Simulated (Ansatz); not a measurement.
**AlN at a changed volume — ²⁷Al NMR of the central transition**

Cell: a COD entry, relaxed with PBE at fixed cell and then changed (volume scaled by 1.06, ions relaxed).

```
CELL_PARAMETERS angstrom
3.17100 0.00000 0.00000
-1.58550 2.74616 0.00000
0.00000 0.00000 5.07767
ATOMIC_POSITIONS crystal
Al 0.66667 0.33333 0.00026
Al 0.33333 0.66667 0.50026
N 0.66667 0.33333 0.38174
N 0.33333 0.66667 0.88174
```

Sites (sets of like atoms) are named by element and the number of their first atom in this list.

Level of theory: DFT, PBE, plane waves and PAW, scalar-relativistic, 420 eV cutoff, Γ-centred 11×11×6 k-points, Fermi–Dirac smearing 0.02 eV (Ansatz 0.2.0).

²⁷Al has I = 5/2 and Q = 146.6 mb (Pyykkö 2018); at 7.05 T its Larmor frequency is ν₀ = 78.3 MHz. Only the quadrupole interaction is simulated: positions count from each site's isotropic chemical shift, and J coupling is left out, as are shift anisotropy and dipolar coupling, which fast spinning averages.

(1) Simulate the second-order pattern (fast magic-angle spinning, Gaussian broadening 0.01 kHz) of site Al (4 N at 1.93–1.94 Å; also 1 N at 3.14 Å).

Answers

(1) The calculation gives C_Q = 1.48 MHz and η = 0.00, so ν_Q = 0.222 MHz and the centre of gravity lies at -2.15 ppm (-0.169 kHz).

```csv
offset (kHz),height
-0.4382,0
-0.4253,1
-0.4124,4
-0.3995,4
-0.3866,4
-0.3737,5
-0.3608,5
-0.3479,5
-0.3350,5
-0.3221,5
-0.3092,5
-0.2963,5
-0.2834,6
-0.2705,24
-0.2576,76
-0.2446,48
-0.2317,38
-0.2188,34
-0.2059,32
-0.1930,31
-0.1801,31
-0.1672,30
-0.1543,31
-0.1414,32
-0.1285,33
-0.1156,36
-0.1027,39
-0.0898,47
-0.0769,63
-0.0640,100
-0.0511,14
-0.0382,0
```

An axis of threefold or higher order runs through Al, so V_zz lies along it and η is zero.

At this changed cell the PBE pressure is -7 GPa.

The relaxation (3 steps) took 9.5 s of wall time (9.5 s of CPU time) and 0.43 GiB at its peak, on 1 thread of Intel Xeon Platinum 8259CL CPU @ 2.50GHz (Skylake/Cascade Lake) (x86_64; 16 cores open to the job, memory cap 3.0 GiB, no GPU), a shared host with a load of 0.4 a core.
